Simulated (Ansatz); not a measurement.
# LiH: the cost of one run

Program: Ansatz 0.2.0. Level of theory: DFT r2SCAN, scalar-relativistic, plane waves, PAW. These are calculated values, not measurements.

## (1) The structure to begin with

The structure is tetragonal, space group P4/mmm (No. 123). The conventional cell has a = 2.691 Å, b = 2.691 Å, c = 23.800 Å, α = 90.00°, β = 90.00°, γ = 90.00°. Around Li (site symmetry 4/mmm) lie 4 H at 1.90 Å. Around H (site symmetry 4/mmm) lie 4 Li at 1.90 Å.

Structure file:

```xyz
2
Lattice="2.6905 0.0000 0.0000 0.0000 2.6905 0.0000 0.0000 0.0000 23.8000" Properties=species:S:1:pos:R:3 pbc="T T F"
Li    1.3453    1.3453    7.0000
H     0.0000    0.0000    7.0000
```

It is the end of an earlier relaxation with the same method, from a generated guess; it is a trial structure. At a tolerance of 0.02 Å it has layer group p4/mmm (No. 61); it has 3.62 Å²/atom, an uncorrected energy of -0.24 eV/atom over the elements and, on its mesh, gap 1.15 eV.

Only a and b are periodic; c spans vacuum, so the box's volume, pressure and space group aren't properties of the sheet.

## (2) Level of theory: r2SCAN

Input file input.yaml:

```yaml
crystal:
  lattice:
    - [2.6905426333, 0.0, 0.0]
    - [0.0, 2.6905426333, 0.0]
    - [0.0, 0.0, 23.8]
  atoms:
    - { symbol: Li, position: [0.5, 0.5, 0.2941176471] }
    - { symbol: H, position: [0.0, 0.0, 0.2941176471] }
  periodic: [true, true, false]
basis:
  ecutwfc: 500
kpoints:
  mp_grid: { grid: [10, 10, 1] }
  band_path:
    path: [[0.0, 0.0, 0.0], [0.0, 0.5, 0.0], [0.5, 0.5, 0.0], [0.0, 0.0, 0.0]]
    npoints: 14
hamiltonian:
  xc: r2scan
scf:
  occupations: { method: gaussian, width: 0.02 }
  n_extra_bands: 6
output:
  forces: true
  stress: true
  eigenvalues: true
  populations: true
  dos: { projected: true, de: 0.02, nscf_kmesh: { grid: [15, 15, 1] } }
  bader: true
```

Started as:

```console
$ ansatz run input.yaml --threads 1 --pin off --max-ram 2048MiB --backend cpu --events-out ev --progress --plain --runs-dir out
```

**Question.** How long does this run take on 1 thread of Arm Neoverse V1, shared host, and how much memory does it need?

About 31 s, with a peak of 0.38 GiB.
